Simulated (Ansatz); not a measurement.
Runs of Ansatz 0.2.0 on TiB2. The structure is hexagonal, space group P6/mmm (No. 191). The conventional cell has a = 3.029 Å, b = 3.029 Å, c = 3.228 Å, α = 90.00°, β = 90.00°, γ = 120.00°. Around Ti (site symmetry 6/mmm) lie 12 B at 2.38 Å. B (site symmetry -6m2) is surrounded by 3 B at 1.75 Å. 

```csv
task,level,cell,points for each segment of the path,gap on the mesh (eV),pressure (GPa),relaxed volume (Å³/atom)
relaxation of cell and atoms,RPBE,relaxed,-,none,0.0,(a)
band structure,LDA,as given,14,none,-11.2,-
band structure,PBEsol,as given,14,none,-5.1,-
relaxation of cell and atoms,PBEsol,relaxed,-,none,0.0,(b)
band structure,RPBE,as given,14,none,4.9,-
```

Alike in all rows: potentials or basis Ansatz PAW; no spin polarisation; k mesh 10 × 10 × 8; cutoff (eV) 420; smearing fermi-dirac 0.05 eV.

Task: Estimate the missing entries.

Result: (a) 8.72; (b) 8.38.

Caveats: the PAW data sets come from PBE, with cores solved anew for the run's functional, which leaves a small shift of forces and pressure; the plane-wave basis is chosen anew once the cell has moved, so the energies of steps on either side of that aren't comparable (some runs).

A gap of «none» marks a metal or a gap under the smearing width.

Runs at the PBE level aren't shown here.
